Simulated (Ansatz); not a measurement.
## Cl: what symmetry allows forces and stress to be

```yaml
crystal:
  lattice:
    - [3.08281, -2.21738, 0.00000]
    - [3.08281, 2.21738, 0.00000]
    - [0.00000, 0.00000, 8.66466]
  atoms:
    - { symbol: Cl, position: [0.12368, 0.87632, 0.10109] }
    - { symbol: Cl, position: [0.62368, 0.37632, 0.39891] }
    - { symbol: Cl, position: [0.87632, 0.12368, 0.89870] }
    - { symbol: Cl, position: [0.37632, 0.62368, 0.60130] }
```

Computed with DFT PBEsol, scalar-relativistic, plane waves, PAW in Ansatz.

Plane waves to 420 eV, a k mesh through Γ of 8×8×4 on the computed 4-atom cell and Gaussian smearing (0.02 eV); no spin polarisation.

This distorted cell has space group Aem2, with 4 operations.

Q: Without a calculation: in which directions can each atom feel a force?

A: A force must be left unchanged by every operation that keeps its atom in place, so it lies in the space that those operations leave fixed. Atoms that the group maps onto each other feel forces of one size.
```json
{"atom": "Cl1", "site symmetry": ".m.", "operations at the site": "2", "equivalent to atom": "1", "allowed force (Cartesian)": "in the plane normal to (1.00, 0.00, 0.00)"}
{"atom": "Cl2", "site symmetry": ".m.", "operations at the site": "2", "equivalent to atom": "1", "allowed force (Cartesian)": "in the plane normal to (1.00, 0.00, 0.00)"}
{"atom": "Cl3", "site symmetry": ".m.", "operations at the site": "2", "equivalent to atom": "3", "allowed force (Cartesian)": "in the plane normal to (1.00, 0.00, 0.00)"}
{"atom": "Cl4", "site symmetry": ".m.", "operations at the site": "2", "equivalent to atom": "3", "allowed force (Cartesian)": "in the plane normal to (1.00, 0.00, 0.00)"}
```

That leaves 4 independent force components of 12, tied by 1 condition that the forces sum to zero, so 3 remain. A relaxation in this cell that keeps the symmetry moves the atoms in these directions alone.

Q: And the stress tensor?

A: It must be invariant under the point group, which leaves 3 independent components: yz, xz, xy vanish.

Q: Do the computed values obey this?

A: Yes. Forces (eV/Å):
```
Cl1  0.000  0.575 -0.756
Cl2  0.000  0.575  0.756
Cl3  0.000 -0.575  0.755
Cl4  0.000 -0.575 -0.755
```

Stress (GPa, compression positive, xx yy zz yz xz xy): 0.34 -2.28 -5.48 0.00 0.00 0.00. The program imposes the same operations on density, forces and stress, so this confirms the analysis and is no independent test of the calculation.

The cell holds molecules, and where no dispersion correction was added their binding is poorly described.